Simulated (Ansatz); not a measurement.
CaO, CsCl type, relaxed with r2SCAN: space group Pm-3m (No. 221), cubic; a = 2.903 Å in the conventional setting, 12.24 Å³ an atom. Around Ca lie 8 O at 2.51 Å; around O lie 8 Ca at 2.51 Å. One-shot G0W0@PBE in the plane-wave code Ansatz on a 6×6×6 mesh (contour deformation, no spin-orbit coupling), from a PBE gap of 2.771 eV over the mesh points (the G0W0 gap is indirect on the mesh); the number N of bands summed and the screening cutoff rise together. (Calculated; spin-unpolarised; the phase may be known or hypothetical.)

```tsv
N	cutoff (eV)	1000/N	G0W0 gap (eV)
63	100	15.873	4.900
142	180	7.042	5.054
```

Question: Lay a straight line in 1000/N through these rows.

Answer: The slope is -0.0174 eV per unit of 1000/N and the intercept 5.177 eV.

Question: Predict the gap at N = 268 (260 eV).

Answer: 5.177 + (-0.0174) × 3.731 = 5.112 eV; the run gives 5.152 eV, +0.040 eV from the line.

Question: With that run's result added, what limit do the last two rows suggest?

Answer: Their slope is (5.152 − 5.054)/(3.731 − 7.042) = -0.0296, which meets 1/N = 0 at 5.26 eV, against 5.177 eV from the first line. The slope steepens, so 1/N isn't yet asymptotic and the true limit probably lies higher still; the k mesh isn't extrapolated.
